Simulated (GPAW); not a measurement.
# SnTe (Fm-3m) in GPAW: further runs

Runs on SnTe. Level: PBE. Tasks: dielectric tensor, G0W0 quasiparticle levels, optical spectrum by the Bethe-Salpeter equation.

Program: GPAW 26.7.0. These are calculated values, not measurements. Logs are shortened: lines on timing, memory, paths and dates and some standing lists are left out, and cuts for length are marked. The log counts tension as positive stress, the text compression.

**Experimental background.**

From a printed reference work, textbook, for a bulk crystal of SnTe at 300 K: band gap 0.18 eV (direct).

The results are compared with them further down.

### 1 The structure

Symmetry: Fm-3m, No. 225, cubic system. The conventional cell has a = 6.343 Å, b = 6.343 Å, c = 6.343 Å, α = 90.00°, β = 90.00°, γ = 90.00°. Around Te (site symmetry m-3m) lie 6 Sn at 3.17 Å. Around Sn (site symmetry m-3m) lie 6 Te at 3.17 Å.

### 2 Dielectric tensor, PBE

Input file run.py:

```python
import numpy as np
from ase import Atoms
from ase.dft.bandgap import bandgap
from ase.io import write
from gpaw import GPAW, PW
from gpaw.response.df import DielectricFunction

atoms = Atoms(['Te', 'Sn'],
              cell=[[0.0, 3.1717171644, 3.1717171644],
                    [3.1717171644, 0.0, 3.1717171644],
                    [3.1717171644, 3.1717171644, 0.0]],
              scaled_positions=[[0.5, 0.5, 0.5],
                                [0.0, 0.0, 0.0]],
              pbc=True)

calc = GPAW(mode=PW(450),
            xc='PBE',
            kpts={'size': (6, 6, 6), 'gamma': True},
            occupations={'name': 'fermi-dirac', 'width': 0.001},
            nbands=19,
            convergence={'density': 1e-06},
            maxiter=150,
            txt='gpaw.txt')
atoms.calc = calc
energy = atoms.get_potential_energy()
calc.write('gs.gpw')
write('result.traj', atoms)
print(f'Energy: {energy:.6f} eV')
print('Fermi level:', round(calc.get_fermi_level(), 4), 'eV')
print(f'Gap: {bandgap(calc)[0]:.4f} eV, direct: {bandgap(calc, direct=True)[0]:.4f} eV')

for size in [(18, 18, 18)]:
    name = 'x'.join(str(n) for n in size)
    dense = calc.fixed_density(kpts={'size': size, 'gamma': True},
                               nbands=36, convergence={'bands': 30, 'eigenstates': 1e-7},
                               update_fermi_level=True, txt=f'dense-{name}.txt')
    dense.write(f'{name}.gpw', mode='all')
    df = DielectricFunction(f'{name}.gpw', frequencies=np.array([0.0]), hilbert=False, eta=0.001,
                            ecut=80, nbands=30, intraband=False, txt=f'df-{name}.txt')
    for xc in ['RPA']:
        for direction in ['x', 'y', 'z', [0, 1, 1], [1, 0, 1], [1, 1, 0]]:
            e0, e = df.get_macroscopic_dielectric_constant(xc=xc, direction=direction)
            print(f'{name} {xc} {direction}: {e0:.4f} without, {e:.4f} with local fields')
```

Potentials or basis: GPAW PAW data sets (gpaw-data 1.2.1), pw.

Command:

```console
> OMP_NUM_THREADS=1 python run.py
```

gpaw.txt:

```text
__  _  _
 | _ |_)|_||  |
 |__||  | ||/\| - 26.7.0

Input parameters:
  mode=PW(ecut=450.00000000000006),
  convergence={'density': 1e-06},
  kpts=MonkhorstPack(size=(6, 6, 6), gamma=True),
  maxiter=150,
  nbands=19,
  occupations=Occupations(name='fermi-dirac', width=0.001),
  xc=XC(name='PBE')

Diagonalizing LCAO Hamiltonian
Converting LCAO to pw mode

                 Te

       Sn

Atoms  # Å, Bohr magnetons
|   | symbol |        x |        y |        z |    initial magnetic moments |
|---|--------|----------|----------|----------|-----------------------------|
| 0 |     Te | 3.171717 | 3.171717 | 3.171717 | ( 0.0000,  0.0000,  0.0000) |
| 1 |     Sn | 0.000000 | 0.000000 | 0.000000 | ( 0.0000,  0.0000,  0.0000) |

Unit cell  # Å
| periodic |        x |        y |        z |  lengths |    angles |
|----------|----------|----------|----------|----------|-----------|
|      yes | 0.000000 | 3.171717 | 3.171717 | 4.485485 | 60.000000 |
|      yes | 3.171717 | 0.000000 | 3.171717 | 4.485485 | 60.000000 |
|      yes | 3.171717 | 3.171717 | 0.000000 | 4.485485 | 60.000000 |

Number of symmetries: 48
Symmetry operations  # r_c * U_cc + t_c -> r_c
|    | kind |            matrix            |
|----|------|------------------------------|
|  0 |  σ   |  1, 0, 0,  1, 0,-1,  1,-1, 0 |
|  1 |  C2  |  1, 0, 0,  1,-1, 0,  1, 0,-1 |
|  2 |  E   |  1, 0, 0,  0, 1, 0,  0, 0, 1 |
|  3 |  σ   |  1, 0, 0,  0, 0, 1,  0, 1, 0 |
|  4 |  C4  |  1, 0,-1,  1, 0, 0,  1,-1, 0 |
|  5 |  S6  |  1, 0,-1,  1,-1, 0,  1, 0, 0 |
|  6 |  σ   |  1, 0,-1,  0, 1,-1,  0, 0,-1 |
|  7 |  C3  |  1, 0,-1,  0, 0,-1,  0, 1,-1 |
|  8 |  S6  |  1,-1, 0,  1, 0, 0,  1, 0,-1 |
|  9 |  C4  |  1,-1, 0,  1, 0,-1,  1, 0, 0 |
| 10 |  C3  |  1,-1, 0,  0,-1, 1,  0,-1, 0 |
| 11 |  σ   |  1,-1, 0,  0,-1, 0,  0,-1, 1 |
| 12 |  σ   |  0, 1, 0,  1, 0, 0,  0, 0, 1 |
| 13 |  C4  |  0, 1, 0,  0, 1,-1, -1, 1, 0 |
| 14 |  C3  |  0, 1, 0,  0, 0, 1,  1, 0, 0 |
| 15 |  S6  |  0, 1, 0, -1, 1, 0,  0, 1,-1 |
| 16 |  C2  |  0, 1,-1,  1, 0,-1,  0, 0,-1 |
| 17 |  σ   |  0, 1,-1,  0, 1, 0, -1, 1, 0 |
| 18 |  S4  |  0, 1,-1,  0, 0,-1,  1, 0,-1 |
| 19 |  C4  |  0, 1,-1, -1, 1, 0,  0, 1, 0 |
| 20 |  C3  |  0, 0, 1,  1, 0, 0,  0, 1, 0 |
| 21 |  σ   |  0, 0, 1,  0, 1, 0,  1, 0, 0 |
| 22 |  S6  |  0, 0, 1,  0,-1, 1, -1, 0, 1 |
| 23 |  C4  |  0, 0, 1, -1, 0, 1,  0,-1, 1 |
| 24 |  S4  |  0, 0,-1,  1, 0,-1,  0, 1,-1 |
| 25 |  C3  |  0, 0,-1,  0, 1,-1,  1, 0,-1 |
| 26 |  C2  |  0, 0,-1,  0,-1, 0, -1, 0, 0 |
| 27 |  S6  |  0, 0,-1, -1, 0, 0,  0,-1, 0 |
| 28 |  S4  |  0,-1, 1,  1,-1, 0,  0,-1, 0 |
| 29 |  C4  |  0,-1, 1,  0, 0, 1, -1, 0, 1 |
| 30 |  C2  |  0,-1, 1,  0,-1, 0,  1,-1, 0 |
| 31 |  σ   |  0,-1, 1, -1, 0, 1,  0, 0, 1 |
| 32 |  C3  |  0,-1, 0,  1,-1, 0,  0,-1, 1 |
| 33 |  S6  |  0,-1, 0,  0, 0,-1, -1, 0, 0 |
| 34 |  S4  |  0,-1, 0,  0,-1, 1,  1,-1, 0 |
| 35 |  C2  |  0,-1, 0, -1, 0, 0,  0, 0,-1 |
| 36 |  C2  | -1, 1, 0,  0, 1, 0,  0, 1,-1 |
| 37 |  S6  | -1, 1, 0,  0, 1,-1,  0, 1, 0 |
| 38 |  S4  | -1, 1, 0, -1, 0, 1, -1, 0, 0 |
| 39 |  C3  | -1, 1, 0, -1, 0, 0, -1, 0, 1 |
| 40 |  S6  | -1, 0, 1,  0, 0, 1,  0,-1, 1 |
| 41 |  C2  | -1, 0, 1,  0,-1, 1,  0, 0, 1 |
| 42 |  C3  | -1, 0, 1, -1, 1, 0, -1, 0, 0 |
| 43 |  S4  | -1, 0, 1, -1, 0, 0, -1, 1, 0 |
| 44 |  C2  | -1, 0, 0,  0, 0,-1,  0,-1, 0 |
| 45 |  i   | -1, 0, 0,  0,-1, 0,  0, 0,-1 |
| 46 |  σ   | -1, 0, 0, -1, 1, 0, -1, 0, 1 |
| 47 |  C2  | -1, 0, 0, -1, 0, 1, -1, 1, 0 |

BZ-sampling:
  Number of BZ points: 216
  Number of IBZ points: 16

  Monkhorst-Pack size: [6, 6, 6]
  Monkhorst-Pack shift: [0.08333333333333333, 0.08333333333333333, 0.08333333333333333]

K-points  # in reciprocal-cell coordinates
|     |                                coordinates |     weight |
|-----|--------------------------------------------|------------|
|   0 | (  0.00000000,   0.00000000,   0.00000000) | 0.00462963 |
|   1 | (  0.16666667,   0.16666667,   0.00000000) | 0.02777778 |
|   2 | (  0.16666667,   0.16666667,   0.16666667) | 0.03703704 |
|   3 | (  0.33333333,   0.16666667,   0.16666667) | 0.05555556 |
|   4 | (  0.33333333,   0.33333333,  -0.33333333) | 0.05555556 |
|   5 | (  0.33333333,   0.33333333,   0.00000000) | 0.02777778 |
|   6 | (  0.33333333,   0.33333333,   0.16666667) | 0.11111111 |
|   7 | (  0.33333333,   0.33333333,   0.33333333) | 0.03703704 |
|   8 | (  0.50000000,   0.33333333,  -0.33333333) | 0.11111111 |
|   9 | (  0.50000000,   0.33333333,  -0.16666667) | 0.05555556 |
| ... |                                            |            |
|  15 | (  0.50000000,   0.50000000,   0.50000000) | 0.01851852 |

Plane wave coefficients: 1411
Cutoff: 450.00000000000006 eV

Spin-components: 1 (collinear spins)
Bands:           19
Projectors:      11
Spin-degeneracy: 2
Datatype:        complex128

Parallelization:
  kpt:    1
  domain: 1
  band:   1

Density:
  Valence electrons: 20.0
  Components: 1
  Grid points: [24 24 24]
  Charge: 0.0  # |e|

Potential:
  Grid points: [24 24 24]

species:
  Te:
    name:    Tellurium
    Z:       52.0
    valence: 6
    core:    46
    charge:  0.0  # [|e|]
    compensation charges:
      type: gauss
      rc: 0.36  # [Å]
      lmax: 2
    cutoffs:
      filter: 2.09  # [Å]
      core: 3.17  # [Å]
    projectors
    | kind |    occ | energy [eV] | rcut [Å] |
    |------|--------|-------------|----------|
    |   5s |  2.000 |     -15.089 |    1.180 |
    |   5p |  4.000 |      -5.955 |    1.196 |
    |    s |        |      12.123 |    1.180 |
    |    p |        |      21.256 |    1.196 |
    |    d |        |       0.000 |    1.238 |

    Using partial waves for Te as LCAO basis

  Sn:
    name:    Tin
    Z:       50.0
    valence: 14
    core:    36
    charge:  0.0  # [|e|]
    compensation charges:
      type: gauss
      rc: 0.38  # [Å]
      lmax: 2
    cutoffs:
      filter: 2.23  # [Å]
      core: 2.35  # [Å]
    projectors
    | kind |    occ | energy [eV] | rcut [Å] |
    |------|--------|-------------|----------|
    |   5s |  2.000 |     -10.538 |    1.201 |
    |   5p |  2.000 |      -3.696 |    1.270 |
    |   4d | 10.000 |     -25.845 |    1.185 |
    |    s |        |      16.674 |    1.201 |
    |    p |        |      23.515 |    1.270 |
    |    d |        |       1.367 |    1.185 |

    Using partial waves for Sn as LCAO basis

Reference energy: -352801.376741  # eV

eigensolver:
  PPCG
  Converge bands: occupied
  niter=2

density mixing:
  MSR1-Mixer
  Pratt-step length: 0.05
  Maximum mixing coefficient: 0.75
  Old densities: 10
  SVD Regularization: 0.005
  Good broyden scale: 1.0
  Trust region scale: 1.0
  Backstep threshold: 4.0
  History deletion threshold: 6.0
  Fourier metric: weight=20.0, sigma=0.015

occupation numbers:
  Fermi-Dirac:
    width: 0.0010  # eV

poisson solver:
  ecut: 3600.0000000000005  # eV

xc functional:
  name: PBE with 2 nearest neighbor stencil

convergence criteria:
- Maximum integral of absolute [dens]ity change: 1e-06 electrons / valence electron
- Maximum [total energy] change in last 3 cyles: 0.0005 eV / valence electron
- Maximum integral of absolute [eigenst]ate change: 4e-08 eV^2 / valence electron
maximum number of iterations: 150

SCF iterations
|iter     | |      energy | eigst |  dens |
|---------|-|-------------|-------|-------|
|iter:   1| |   -7.821759 | -0.20 |       |
|iter:   2| |   -7.814121 | -2.34 | -1.47 |
|iter:   3| |   -7.779316 | -2.69 | -1.51 |
|iter:   4| |   -7.780674 | -4.19 | -2.10 |
|iter:   5| |   -7.780913c| -4.78 | -2.59 |
|iter:   6| |   -7.780920c| -6.21 | -3.32 |
|iter:   7| |   -7.780921c| -7.53c| -4.17 |
|iter:   8| |   -7.780921c| -7.65c| -4.70 |
|iter:   9| |   -7.780921c| -8.19c| -5.82 |
|iter:  10| |   -7.780921c| -8.81c| -6.36c|

Converged in 10 steps
Energy contributions relative to reference atoms: (reference = -352801.376741)

Energy contributions:
  Kinetic:          13.549208
  Coulomb:         -13.931259
  Zero:              0.186251
  External:          0.000000
  Xc:               -7.585120
  Entropy:          -0.000000
  Spinorbit:         0.000000
  ----------------------------
  Free energy:      -7.780921
  Extrapolated:     -7.780921

dipole moment: (-21.510988, -21.510988, -21.510988)  # |e|*Ang

Fermi level: 6.263
Eigenvalues  # (at kpt = [0.000, 0.000, 0.000])
| band index |      eig [eV] | occ [0-2] |
|------------|---------------|-----------|
|          0 |       -15.666 |     2.000 |
|        ... |               |           |
|          2 |       -15.659 |     2.000 |
|          3 |       -15.659 |     2.000 |
|          4 |       -15.659 |     2.000 |
|          5 |        -6.423 |     2.000 |
|          6 |         1.483 |     2.000 |
|          7 |         4.122 |     2.000 |
[... 9 lines left out ...]
|         17 |        13.125 |     0.000 |
|         18 |        13.125 |     0.000 |

Gap: 0.046 eV
Transition (v -> c):
  (s=0, k=15, n=9, [0.50, 0.50, 0.50]) -> (s=0, k=15, n=10, [0.50, 0.50, 0.50])
No difference between direct/indirect transitions
# Writing to gs.gpw (mode='')
```

It took 3.8 min on 1 thread of Arm Neoverse V2, shared host; peak memory 0.51 GiB.

What came out:

* Free energy: -7.7809 eV
* Band gap on the k mesh: 0.05 eV, direct
* Electronic dielectric tensor (diagonal): 244.16

Electronic dielectric tensor:
```
244.16   0.00   0.00
  0.00 244.16   0.00
  0.00   0.00 244.16
```

Caveat: the gap is small at this level, which inflates the dielectric constant; the long-wavelength limit can be off by a per cent or two; spin-orbit coupling is left out, which moves the levels of the heavy elements.

(Part 1 of 4 ends here.)
